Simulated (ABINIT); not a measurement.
Crystal: KCl (Sylvite).

```
K Cl
1.0
     0.00000    3.14647    3.14647
     3.14647    0.00000    3.14647
     3.14647    3.14647    0.00000
K Cl
1 1
Direct
  0.00000 0.00000 0.00000
  0.50000 0.50000 0.50000
```

Base run:

```yaml
Program: ABINIT 10.8.3 (patched build)
Functional: PBEsol
Potentials_or_basis: PseudoDojo NC SR PBEsol v0.4.1 standard
Cutoff: 1007 eV
k_mesh: 7 × 7 × 7
Occupations: fermi-dirac, width 0.05 eV
Spin: no spin polarisation
```

Its results: band gap on the k mesh 5.03 eV, direct; pressure -0.4 GPa.

The run is repeated on the same cell with these changes: functional from PBEsol to PBE; potentials or basis from PseudoDojo NC SR PBEsol v0.4.1 standard to JTH PAW PBE v2.0; cutoff from 1007 eV to 680 eV. What comes out?

Band gap on the k mesh 5.19 eV, direct; pressure 0.8 GPa.

Caveats: an odd mesh through Γ misses points on the zone boundary, where band edges often lie (some runs).

Not every run made on this cell is shown here.
